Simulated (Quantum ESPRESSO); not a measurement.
GaN under changes of volume

One of the cells (11.310 Å³/atom); the others are scaled copies at fixed shape and fractional positions:

```xyz
4
Lattice="3.1800 0.0000 0.0000 -1.5900 2.7540 0.0000 0.0000 0.0000 5.1660" Properties=species:S:1:pos:R:3 pbc="T T T"
Ga    1.5900    0.9180    2.5830
Ga    0.0000    1.8360    0.0000
N     1.5900    0.9180    4.5203
N     0.0000    1.8360    1.9373
```

```yaml
Program: Quantum ESPRESSO 7.5
Functional: LDA
Potentials_or_basis: GBRV 1.5 LDA
Cutoff: 612 eV
Density_cutoff: 4898 eV
k_mesh: 10 × 10 × 5
Occupations: fermi-dirac, width 0.05 eV
Spin: no spin polarisation
```

| volume (Å³/atom) | energy over the lowest point (meV/atom) | pressure (GPa) | gap on the mesh (eV) | largest force (eV/Å) |
| --- | --- | --- | --- | --- |
| 10.632 | 13.88 | 8.8 | 2.40 | 0.143 |
| 10.858 | 3.65 | 3.9 | 2.26 | 0.138 |
| 11.084 | 0.00 | -0.4 | 2.12 | 0.132 |
| 11.310 | 2.19 | -4.3 | 1.98 | 0.126 |
| 11.537 | ? | ? | ? | ? |
| 11.763 | 21.83 | -11.0 | 1.72 | 0.116 |
| 11.989 | 38.17 | -13.8 | 1.59 | 0.111 |

Q: What does the run at 11.537 Å³/atom give?

A: Energy over the lowest point 9.62 meV/atom; pressure -7.8 GPa; gap on the mesh 1.85 eV; largest force 0.121 eV/Å.

Worked out: A Birch-Murnaghan fit of order 3 (a polynomial in V^(-2/3)) to the other rows has its minimum at 11.11 Å³/atom with B0 = V·E''(V) = 202 GPa and B' = 4.5 at fixed shape and positions, which overstates the stiffness. It gives 9.68 meV/atom at 11.537 Å³/atom, against the run's 9.62, and -dE/dV = -7.0 GPa, against -7.8. A straight line through the other rows of the gap, of slope -6.75 eV per unit of ln V (its deformation potential), gives 1.85 eV, against the run's 1.85.

Energies are extrapolated to zero smearing.

Spin-orbit coupling on Ga is left out.
